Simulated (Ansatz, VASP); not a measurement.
# GaSb in two plane-wave programs, part 2 of 4

One calculation is typed for both programs; each brings its own data sets. How far apart do they land? The structure shown is the start of the Ansatz relaxation below; VASP solves that cell, so the two are compared at the walk's first step.

VASP 6.6.1 and Ansatz 0.2.0.

So far: Starting point; Ansatz: relaxation, LDA.

## (3) VASP: single point, LDA, start cell, pair 1

Level of this step: LDA; plane waves and PAW (Ga_d, Sb) (VASP).

The same cell, functional (in two slightly different forms), mesh and smearing now go to VASP, with its own data sets.

Lines of VASP's logs that name or quote its potential files are left out, and so is its time.

INCAR reads:

```
SYSTEM = GaSb
PREC = Accurate
ENCUT = 400
EDIFF = 1E-06
NELM = 120
ISMEAR = 0
SIGMA = 0.015
LREAL = .FALSE.
ALGO = Normal
GGA = CA
NBANDS = 15
LORBIT = 11
LWAVE = .FALSE.
LCHARG = .FALSE.
ISIF = 2
ISYM = 2
LASPH = .TRUE.
GGA_COMPAT = .FALSE.
EFERMI = MIDGAP
KPAR = 2
```

POSCAR reads:

```
GaSb
1.0
    0.1111630000      3.0147410000      3.0147410000
    3.0147410000      0.1111630000      3.0147410000
    3.0147410000      3.0147410000      0.1111630000
Ga Sb
1 1
Direct
    0.9976670203      0.9976670203      0.9976670203
    0.7523330204      0.7523330204      0.7523330204
```

KPOINTS reads:

```
Points of the shifted mesh
1728
Reciprocal
 0.0416666667  0.0416666667  0.0416666667 1
 0.0416666667  0.0416666667  0.1250000000 1
 0.0416666667  0.0416666667  0.2083333333 1
 0.0416666667  0.0416666667  0.2916666667 1
 0.0416666667  0.0416666667  0.3750000000 1
 0.0416666667  0.0416666667  0.4583333333 1
 0.0416666667  0.0416666667  0.5416666667 1
 0.0416666667  0.0416666667  0.6250000000 1
 0.0416666667  0.0416666667  0.7083333333 1
 0.0416666667  0.0416666667  0.7916666667 1
 0.0416666667  0.0416666667  0.8750000000 1
 0.0416666667  0.0416666667  0.9583333333 1
 0.0416666667  0.1250000000  0.0416666667 1
 0.0416666667  0.1250000000  0.1250000000 1
 0.0416666667  0.1250000000  0.2083333333 1
 0.0416666667  0.1250000000  0.2916666667 1
 0.0416666667  0.1250000000  0.3750000000 1
 0.0416666667  0.1250000000  0.4583333333 1
 0.0416666667  0.1250000000  0.5416666667 1
 0.0416666667  0.1250000000  0.6250000000 1
 0.0416666667  0.1250000000  0.7083333333 1
 0.0416666667  0.1250000000  0.7916666667 1
 0.0416666667  0.1250000000  0.8750000000 1
 0.0416666667  0.1250000000  0.9583333333 1
 0.0416666667  0.2083333333  0.0416666667 1
 0.0416666667  0.2083333333  0.1250000000 1
 0.0416666667  0.2083333333  0.2083333333 1
 0.0416666667  0.2083333333  0.2916666667 1
 0.0416666667  0.2083333333  0.3750000000 1
 0.0416666667  0.2083333333  0.4583333333 1
 0.0416666667  0.2083333333  0.5416666667 1
 0.0416666667  0.2083333333  0.6250000000 1
 0.0416666667  0.2083333333  0.7083333333 1
 0.0416666667  0.2083333333  0.7916666667 1
 0.0416666667  0.2083333333  0.8750000000 1
 0.0416666667  0.2083333333  0.9583333333 1
 0.0416666667  0.2916666667  0.0416666667 1
 0.0416666667  0.2916666667  0.1250000000 1
 0.0416666667  0.2916666667  0.2083333333 1
 0.0416666667  0.2916666667  0.2916666667 1
 0.0416666667  0.2916666667  0.3750000000 1
 0.0416666667  0.2916666667  0.4583333333 1
 0.0416666667  0.2916666667  0.5416666667 1
 0.0416666667  0.2916666667  0.6250000000 1
 0.0416666667  0.2916666667  0.7083333333 1
 0.0416666667  0.2916666667  0.7916666667 1
 0.0416666667  0.2916666667  0.8750000000 1
 0.0416666667  0.2916666667  0.9583333333 1
 0.0416666667  0.3750000000  0.0416666667 1
 0.0416666667  0.3750000000  0.1250000000 1
 0.0416666667  0.3750000000  0.2083333333 1
 0.0416666667  0.3750000000  0.2916666667 1
 0.0416666667  0.3750000000  0.3750000000 1
 0.0416666667  0.3750000000  0.4583333333 1
 0.0416666667  0.3750000000  0.5416666667 1
 0.0416666667  0.3750000000  0.6250000000 1
 0.0416666667  0.3750000000  0.7083333333 1
 0.0416666667  0.3750000000  0.7916666667 1
 0.0416666667  0.3750000000  0.8750000000 1
 0.0416666667  0.3750000000  0.9583333333 1
 0.0416666667  0.4583333333  0.0416666667 1
 0.0416666667  0.4583333333  0.1250000000 1
 0.0416666667  0.4583333333  0.2083333333 1
 0.0416666667  0.4583333333  0.2916666667 1
 0.0416666667  0.4583333333  0.3750000000 1
 0.0416666667  0.4583333333  0.4583333333 1
 0.0416666667  0.4583333333  0.5416666667 1
 0.0416666667  0.4583333333  0.6250000000 1
 0.0416666667  0.4583333333  0.7083333333 1
 0.0416666667  0.4583333333  0.7916666667 1
 0.0416666667  0.4583333333  0.8750000000 1
 0.0416666667  0.4583333333  0.9583333333 1
 0.0416666667  0.5416666667  0.0416666667 1
 0.0416666667  0.5416666667  0.1250000000 1
 0.0416666667  0.5416666667  0.2083333333 1
 0.0416666667  0.5416666667  0.2916666667 1
 0.0416666667  0.5416666667  0.3750000000 1
 0.0416666667  0.5416666667  0.4583333333 1
 0.0416666667  0.5416666667  0.5416666667 1
 0.0416666667  0.5416666667  0.6250000000 1
 0.0416666667  0.5416666667  0.7083333333 1
 0.0416666667  0.5416666667  0.7916666667 1
 0.0416666667  0.5416666667  0.8750000000 1
 0.0416666667  0.5416666667  0.9583333333 1
 0.0416666667  0.6250000000  0.0416666667 1
 0.0416666667  0.6250000000  0.1250000000 1
 0.0416666667  0.6250000000  0.2083333333 1
 0.0416666667  0.6250000000  0.2916666667 1
 0.0416666667  0.6250000000  0.3750000000 1
 0.0416666667  0.6250000000  0.4583333333 1
 0.0416666667  0.6250000000  0.5416666667 1
 0.0416666667  0.6250000000  0.6250000000 1
 0.0416666667  0.6250000000  0.7083333333 1
 0.0416666667  0.6250000000  0.7916666667 1
 0.0416666667  0.6250000000  0.8750000000 1
 0.0416666667  0.6250000000  0.9583333333 1
 0.0416666667  0.7083333333  0.0416666667 1
 0.0416666667  0.7083333333  0.1250000000 1
 0.0416666667  0.7083333333  0.2083333333 1
 0.0416666667  0.7083333333  0.2916666667 1
 0.0416666667  0.7083333333  0.3750000000 1
 0.0416666667  0.7083333333  0.4583333333 1
 0.0416666667  0.7083333333  0.5416666667 1
 0.0416666667  0.7083333333  0.6250000000 1
 0.0416666667  0.7083333333  0.7083333333 1
 0.0416666667  0.7083333333  0.7916666667 1
 0.0416666667  0.7083333333  0.8750000000 1
 0.0416666667  0.7083333333  0.9583333333 1
 0.0416666667  0.7916666667  0.0416666667 1
 0.0416666667  0.7916666667  0.1250000000 1
 0.0416666667  0.7916666667  0.2083333333 1
 0.0416666667  0.7916666667  0.2916666667 1
[... 1390 lines left out ...]
 0.8750000000  0.4583333333  0.1250000000 1
 0.8750000000  0.4583333333  0.2083333333 1
 0.8750000000  0.4583333333  0.2916666667 1
 0.8750000000  0.4583333333  0.3750000000 1
 0.8750000000  0.4583333333  0.4583333333 1
 0.8750000000  0.4583333333  0.5416666667 1
 0.8750000000  0.4583333333  0.6250000000 1
 0.8750000000  0.4583333333  0.7083333333 1
 0.8750000000  0.4583333333  0.7916666667 1
 0.8750000000  0.4583333333  0.8750000000 1
 0.8750000000  0.4583333333  0.9583333333 1
 0.8750000000  0.5416666667  0.0416666667 1
 0.8750000000  0.5416666667  0.1250000000 1
 0.8750000000  0.5416666667  0.2083333333 1
 0.8750000000  0.5416666667  0.2916666667 1
 0.8750000000  0.5416666667  0.3750000000 1
 0.8750000000  0.5416666667  0.4583333333 1
 0.8750000000  0.5416666667  0.5416666667 1
 0.8750000000  0.5416666667  0.6250000000 1
 0.8750000000  0.5416666667  0.7083333333 1
 0.8750000000  0.5416666667  0.7916666667 1
 0.8750000000  0.5416666667  0.8750000000 1
 0.8750000000  0.5416666667  0.9583333333 1
 0.8750000000  0.6250000000  0.0416666667 1
 0.8750000000  0.6250000000  0.1250000000 1
 0.8750000000  0.6250000000  0.2083333333 1
 0.8750000000  0.6250000000  0.2916666667 1
 0.8750000000  0.6250000000  0.3750000000 1
 0.8750000000  0.6250000000  0.4583333333 1
 0.8750000000  0.6250000000  0.5416666667 1
 0.8750000000  0.6250000000  0.6250000000 1
 0.8750000000  0.6250000000  0.7083333333 1
 0.8750000000  0.6250000000  0.7916666667 1
 0.8750000000  0.6250000000  0.8750000000 1
 0.8750000000  0.6250000000  0.9583333333 1
 0.8750000000  0.7083333333  0.0416666667 1
 0.8750000000  0.7083333333  0.1250000000 1
 0.8750000000  0.7083333333  0.2083333333 1
 0.8750000000  0.7083333333  0.2916666667 1
 0.8750000000  0.7083333333  0.3750000000 1
 0.8750000000  0.7083333333  0.4583333333 1
 0.8750000000  0.7083333333  0.5416666667 1
 0.8750000000  0.7083333333  0.6250000000 1
 0.8750000000  0.7083333333  0.7083333333 1
 0.8750000000  0.7083333333  0.7916666667 1
 0.8750000000  0.7083333333  0.8750000000 1
 0.8750000000  0.7083333333  0.9583333333 1
 0.8750000000  0.7916666667  0.0416666667 1
 0.8750000000  0.7916666667  0.1250000000 1
 0.8750000000  0.7916666667  0.2083333333 1
 0.8750000000  0.7916666667  0.2916666667 1
 0.8750000000  0.7916666667  0.3750000000 1
 0.8750000000  0.7916666667  0.4583333333 1
 0.8750000000  0.7916666667  0.5416666667 1
 0.8750000000  0.7916666667  0.6250000000 1
 0.8750000000  0.7916666667  0.7083333333 1
 0.8750000000  0.7916666667  0.7916666667 1
 0.8750000000  0.7916666667  0.8750000000 1
 0.8750000000  0.7916666667  0.9583333333 1
 0.8750000000  0.8750000000  0.0416666667 1
 0.8750000000  0.8750000000  0.1250000000 1
 0.8750000000  0.8750000000  0.2083333333 1
 0.8750000000  0.8750000000  0.2916666667 1
 0.8750000000  0.8750000000  0.3750000000 1
 0.8750000000  0.8750000000  0.4583333333 1
 0.8750000000  0.8750000000  0.5416666667 1
 0.8750000000  0.8750000000  0.6250000000 1
 0.8750000000  0.8750000000  0.7083333333 1
 0.8750000000  0.8750000000  0.7916666667 1
 0.8750000000  0.8750000000  0.8750000000 1
 0.8750000000  0.8750000000  0.9583333333 1
 0.8750000000  0.9583333333  0.0416666667 1
 0.8750000000  0.9583333333  0.1250000000 1
 0.8750000000  0.9583333333  0.2083333333 1
 0.8750000000  0.9583333333  0.2916666667 1
 0.8750000000  0.9583333333  0.3750000000 1
 0.8750000000  0.9583333333  0.4583333333 1
 0.8750000000  0.9583333333  0.5416666667 1
 0.8750000000  0.9583333333  0.6250000000 1
 0.8750000000  0.9583333333  0.7083333333 1
 0.8750000000  0.9583333333  0.7916666667 1
 0.8750000000  0.9583333333  0.8750000000 1
 0.8750000000  0.9583333333  0.9583333333 1
 0.9583333333  0.0416666667  0.0416666667 1
 0.9583333333  0.0416666667  0.1250000000 1
 0.9583333333  0.0416666667  0.2083333333 1
 0.9583333333  0.0416666667  0.2916666667 1
 0.9583333333  0.0416666667  0.3750000000 1
 0.9583333333  0.0416666667  0.4583333333 1
 0.9583333333  0.0416666667  0.5416666667 1
 0.9583333333  0.0416666667  0.6250000000 1
 0.9583333333  0.0416666667  0.7083333333 1
 0.9583333333  0.0416666667  0.7916666667 1
 0.9583333333  0.0416666667  0.8750000000 1
 0.9583333333  0.0416666667  0.9583333333 1
 0.9583333333  0.1250000000  0.0416666667 1
 0.9583333333  0.1250000000  0.1250000000 1
 0.9583333333  0.1250000000  0.2083333333 1
 0.9583333333  0.1250000000  0.2916666667 1
 0.9583333333  0.1250000000  0.3750000000 1
 0.9583333333  0.1250000000  0.4583333333 1
 0.9583333333  0.1250000000  0.5416666667 1
 0.9583333333  0.1250000000  0.6250000000 1
 0.9583333333  0.1250000000  0.7083333333 1
 0.9583333333  0.1250000000  0.7916666667 1
 0.9583333333  0.1250000000  0.8750000000 1
 0.9583333333  0.1250000000  0.9583333333 1
 0.9583333333  0.2083333333  0.0416666667 1
 0.9583333333  0.2083333333  0.1250000000 1
 0.9583333333  0.2083333333  0.2083333333 1
 0.9583333333  0.2083333333  0.2916666667 1
 0.9583333333  0.2083333333  0.3750000000 1
 0.9583333333  0.2083333333  0.4583333333 1
 0.9583333333  0.2083333333  0.5416666667 1
 0.9583333333  0.2083333333  0.6250000000 1
 0.9583333333  0.2083333333  0.7083333333 1
 0.9583333333  0.2083333333  0.7916666667 1
 0.9583333333  0.2083333333  0.8750000000 1
 0.9583333333  0.2083333333  0.9583333333 1
 0.9583333333  0.2916666667  0.0416666667 1
 0.9583333333  0.2916666667  0.1250000000 1
 0.9583333333  0.2916666667  0.2083333333 1
 0.9583333333  0.2916666667  0.2916666667 1
 0.9583333333  0.2916666667  0.3750000000 1
 0.9583333333  0.2916666667  0.4583333333 1
 0.9583333333  0.2916666667  0.5416666667 1
 0.9583333333  0.2916666667  0.6250000000 1
 0.9583333333  0.2916666667  0.7083333333 1
 0.9583333333  0.2916666667  0.7916666667 1
 0.9583333333  0.2916666667  0.8750000000 1
 0.9583333333  0.2916666667  0.9583333333 1
 0.9583333333  0.3750000000  0.0416666667 1
 0.9583333333  0.3750000000  0.1250000000 1
 0.9583333333  0.3750000000  0.2083333333 1
 0.9583333333  0.3750000000  0.2916666667 1
 0.9583333333  0.3750000000  0.3750000000 1
 0.9583333333  0.3750000000  0.4583333333 1
 0.9583333333  0.3750000000  0.5416666667 1
 0.9583333333  0.3750000000  0.6250000000 1
 0.9583333333  0.3750000000  0.7083333333 1
 0.9583333333  0.3750000000  0.7916666667 1
 0.9583333333  0.3750000000  0.8750000000 1
 0.9583333333  0.3750000000  0.9583333333 1
 0.9583333333  0.4583333333  0.0416666667 1
 0.9583333333  0.4583333333  0.1250000000 1
 0.9583333333  0.4583333333  0.2083333333 1
 0.9583333333  0.4583333333  0.2916666667 1
 0.9583333333  0.4583333333  0.3750000000 1
 0.9583333333  0.4583333333  0.4583333333 1
 0.9583333333  0.4583333333  0.5416666667 1
 0.9583333333  0.4583333333  0.6250000000 1
 0.9583333333  0.4583333333  0.7083333333 1
 0.9583333333  0.4583333333  0.7916666667 1
 0.9583333333  0.4583333333  0.8750000000 1
 0.9583333333  0.4583333333  0.9583333333 1
 0.9583333333  0.5416666667  0.0416666667 1
 0.9583333333  0.5416666667  0.1250000000 1
 0.9583333333  0.5416666667  0.2083333333 1
 0.9583333333  0.5416666667  0.2916666667 1
 0.9583333333  0.5416666667  0.3750000000 1
 0.9583333333  0.5416666667  0.4583333333 1
 0.9583333333  0.5416666667  0.5416666667 1
 0.9583333333  0.5416666667  0.6250000000 1
 0.9583333333  0.5416666667  0.7083333333 1
 0.9583333333  0.5416666667  0.7916666667 1
 0.9583333333  0.5416666667  0.8750000000 1
 0.9583333333  0.5416666667  0.9583333333 1
 0.9583333333  0.6250000000  0.0416666667 1
 0.9583333333  0.6250000000  0.1250000000 1
 0.9583333333  0.6250000000  0.2083333333 1
 0.9583333333  0.6250000000  0.2916666667 1
 0.9583333333  0.6250000000  0.3750000000 1
 0.9583333333  0.6250000000  0.4583333333 1
 0.9583333333  0.6250000000  0.5416666667 1
 0.9583333333  0.6250000000  0.6250000000 1
 0.9583333333  0.6250000000  0.7083333333 1
 0.9583333333  0.6250000000  0.7916666667 1
 0.9583333333  0.6250000000  0.8750000000 1
 0.9583333333  0.6250000000  0.9583333333 1
 0.9583333333  0.7083333333  0.0416666667 1
 0.9583333333  0.7083333333  0.1250000000 1
 0.9583333333  0.7083333333  0.2083333333 1
 0.9583333333  0.7083333333  0.2916666667 1
 0.9583333333  0.7083333333  0.3750000000 1
 0.9583333333  0.7083333333  0.4583333333 1
 0.9583333333  0.7083333333  0.5416666667 1
 0.9583333333  0.7083333333  0.6250000000 1
 0.9583333333  0.7083333333  0.7083333333 1
 0.9583333333  0.7083333333  0.7916666667 1
 0.9583333333  0.7083333333  0.8750000000 1
 0.9583333333  0.7083333333  0.9583333333 1
 0.9583333333  0.7916666667  0.0416666667 1
 0.9583333333  0.7916666667  0.1250000000 1
 0.9583333333  0.7916666667  0.2083333333 1
 0.9583333333  0.7916666667  0.2916666667 1
 0.9583333333  0.7916666667  0.3750000000 1
 0.9583333333  0.7916666667  0.4583333333 1
 0.9583333333  0.7916666667  0.5416666667 1
 0.9583333333  0.7916666667  0.6250000000 1
 0.9583333333  0.7916666667  0.7083333333 1
 0.9583333333  0.7916666667  0.7916666667 1
 0.9583333333  0.7916666667  0.8750000000 1
 0.9583333333  0.7916666667  0.9583333333 1
 0.9583333333  0.8750000000  0.0416666667 1
 0.9583333333  0.8750000000  0.1250000000 1
 0.9583333333  0.8750000000  0.2083333333 1
 0.9583333333  0.8750000000  0.2916666667 1
 0.9583333333  0.8750000000  0.3750000000 1
 0.9583333333  0.8750000000  0.4583333333 1
 0.9583333333  0.8750000000  0.5416666667 1
 0.9583333333  0.8750000000  0.6250000000 1
 0.9583333333  0.8750000000  0.7083333333 1
 0.9583333333  0.8750000000  0.7916666667 1
 0.9583333333  0.8750000000  0.8750000000 1
 0.9583333333  0.8750000000  0.9583333333 1
 0.9583333333  0.9583333333  0.0416666667 1
 0.9583333333  0.9583333333  0.1250000000 1
 0.9583333333  0.9583333333  0.2083333333 1
 0.9583333333  0.9583333333  0.2916666667 1
 0.9583333333  0.9583333333  0.3750000000 1
 0.9583333333  0.9583333333  0.4583333333 1
 0.9583333333  0.9583333333  0.5416666667 1
 0.9583333333  0.9583333333  0.6250000000 1
 0.9583333333  0.9583333333  0.7083333333 1
 0.9583333333  0.9583333333  0.7916666667 1
 0.9583333333  0.9583333333  0.8750000000 1
 0.9583333333  0.9583333333  0.9583333333 1
```

PAW data sets: Ga_d and Sb (LDA family, release 64).

Launch:

```bash
mpirun -np 2 vasp_std
```

The log of the run:

```text
[banner, memory and clock lines left out]
running    2 mpi-ranks, on    1 nodes
 distrk:  each k-point on    1 cores,    2 groups
 distr:  one band on    1 cores,    1 groups

 POSCAR found type information on POSCAR GaSb
 POSCAR found :  2 types and       2 ions
 LDA part: xc-table for (Slater(with rela. corr.)+CA(PZ))
 , standard interpolation
 POSCAR, INCAR and KPOINTS ok, starting setup
 FFT: planning ... GRIDC
 FFT: planning ... GRID_SOFT
 FFT: planning ... GRID
 WAVECAR not read
 entering main loop
       N       E                     dE             d eps       ncg     rms          rms(c)
DAV:   1     0.746029526174E+02    0.74603E+02   -0.77108E+03 52630   0.132E+03
DAV:   2    -0.307469695668E+01   -0.77678E+02   -0.75108E+02 60457   0.274E+02
DAV:   3    -0.864428850569E+01   -0.55696E+01   -0.55554E+01 61661   0.639E+01
DAV:   4    -0.873916325233E+01   -0.94875E-01   -0.94860E-01 65362   0.948E+00
DAV:   5    -0.874142510900E+01   -0.22619E-02   -0.22618E-02 66105   0.126E+00    0.374E+00
DAV:   6    -0.863348869292E+01    0.10794E+00   -0.82854E-02 77604   0.474E+00    0.220E+00
DAV:   7    -0.859033047952E+01    0.43158E-01   -0.68410E-02 60737   0.208E+00    0.309E-01
DAV:   8    -0.859026260623E+01    0.67873E-04   -0.61099E-03 63405   0.923E-01    0.128E-01
DAV:   9    -0.859030640704E+01   -0.43801E-04   -0.42101E-04 61969   0.177E-01    0.408E-02
DAV:  10    -0.859029820356E+01    0.82035E-05   -0.27420E-05 67257   0.419E-02    0.123E-02
DAV:  11    -0.859030081898E+01   -0.26154E-05   -0.41145E-06 60128   0.179E-02    0.538E-03
DAV:  12    -0.859030079033E+01    0.28656E-07   -0.18874E-07 38828   0.337E-03
   1 F= -.85903008E+01 E0= -.85903008E+01  d E =-.150626E-78
```

Parts of OUTCAR (step 3):

```text
ion  position               nearest neighbor table
   1  0.998  0.998  0.998-   2 2.55   2 2.55   2 2.55   2 2.61
   2  0.752  0.752  0.752-   1 2.55   1 2.55   1 2.55   1 2.61

  LATTYP: Found a trigonal (rhomboedric) cell.
 ALAT       =     4.2649365537
 COS(alpha) =     0.5365084247

 Subroutine GETGRP returns: Found  6 space group operations
 (whereof  6 operations were pure point group operations)

The static configuration has the point symmetry C_3v.

   k-points           NKPTS =   1728   k-points in BZ     NKDIM =   1728   number of bands    NBANDS=     15

   dimension x,y,z NGX =    28 NGY =   28 NGZ =   28
   dimension x,y,z NGXF=    56 NGYF=   56 NGZF=   56

   ENCUT  =  400.0 eV  29.40 Ry    5.42 a.u.   6.96  6.96  6.96*2*pi/ulx,y,z

   NELECT =      18.0000    total number of electrons

 k-points in reciprocal lattice and weights: Points of the shifted mesh
   0.04166667  0.04166667  0.04166667       0.001
   0.04166667  0.04166667  0.12500000       0.001
   0.04166667  0.04166667  0.20833333       0.001
   0.04166667  0.04166667  0.29166667       0.001
   0.04166667  0.04166667  0.37500000       0.001
   0.04166667  0.04166667  0.45833333       0.001
   0.04166667  0.04166667  0.54166667       0.001
   0.04166667  0.04166667  0.62500000       0.001
   0.04166667  0.04166667  0.70833333       0.001
[...]
0.95833333  0.95833333  0.87500000       0.001
   0.95833333  0.95833333  0.95833333       0.001

 average (electrostatic) potential at core
       1 -65.9765       2 -87.6756

 E-fermi :   6.1124

 k-point     1 :       0.0417    0.0417    0.0417
  band No.  band energies     occupation
    ...
      5      -9.5308      2.00000
      6      -6.4659      2.00000
      7       4.9165      2.00000
      8       5.9160      2.00000
      9       5.9160      2.00000
     10       6.6900      0.00000
     11       8.3458      0.00000
     12       8.7295      0.00000
     13       8.7295      0.00000
     14      11.6266      0.00000
    ...

 k-point     2 :       0.0417    0.0417    0.1250
  band No.  band energies     occupation
    ...
      5      -9.5310      2.00000
      6      -6.3583      2.00000
      7       4.1351      2.00000
      8       5.1632      2.00000
      9       5.8241      2.00000
     10       7.2063      0.00000
     11       8.7162      0.00000
     12       8.8406      0.00000
     13       9.1713      0.00000
     14      12.2134      0.00000
    ...

 k-point     3 :       0.0417    0.0417    0.2083
  band No.  band energies     occupation
    ...
      5      -9.5313      2.00000
      6      -6.0894      2.00000
      7       2.8014      2.00000
      8       4.5896      2.00000
      9       5.4905      2.00000
     10       7.1203      0.00000
     11       9.1994      0.00000
     12       9.2001      0.00000
     13      10.2596      0.00000
     14      12.8631      0.00000
    ...

  Total        1.4526357      1.4526357      1.4526357     -0.6476846     -0.6476846     -0.6476846
  in kB       44.9558587     44.9558587     44.9558587    -20.0444065    -20.0444065    -20.0444065
  external PRESSURE =      44.9558587 kB  Pullay stress =       0.0000000 kB

  energy-cutoff  :      400.00
  volume of cell :       51.77
      direct lattice vectors                 reciprocal lattice vectors
     0.111163000  3.014741000  3.014741000    -0.175318662  0.169084002  0.169084002
     3.014741000  0.111163000  3.014741000     0.169084002 -0.175318662  0.169084002
     3.014741000  3.014741000  0.111163000     0.169084002  0.169084002 -0.175318662

 POSITION                                       TOTAL-FORCE (eV/Angst)
 -----------------------------------------------------------------------------------
      6.12632      6.12632      6.12632        -0.076023     -0.076023     -0.076023
      4.61981      4.61981      4.61981         0.076023      0.076023      0.076023
 -----------------------------------------------------------------------------------
    total drift:                                0.000551      0.000551      0.000550

  FREE ENERGIE OF THE ION-ELECTRON SYSTEM (eV)
  ---------------------------------------------------
  free  energy   TOTEN  =        -8.5903007903 eV

  energy  without entropy=       -8.5903007903  energy(sigma->0) =       -8.59030079

 total charge
# of ion       s       p       d       tot
------------------------------------------
    1        0.921   0.867   9.975  11.762
    2        1.130   1.410   0.037   2.577
--------------------------------------------------
tot          2.051   2.277  10.011  14.339

[... 3 further parts left out ...]
```

The run ends at a pressure of 4.50 GPa, with forces up to 0.13 eV/Å.

(Continued in part 3 of 4.)

[Lines on the potential files, build, host, timing and source positions are cut from VASP's logs without a mark.]

[Logs are printed without paths, hosts, clocks, repeated set-up lines and the standing remarks that a program may print on its own settings, such as how far it seeks lower states.]

[Hosts, paths, dates, database ids (printed as entryN), source tags and the programs' standing remarks are cut or masked in the printed files.]
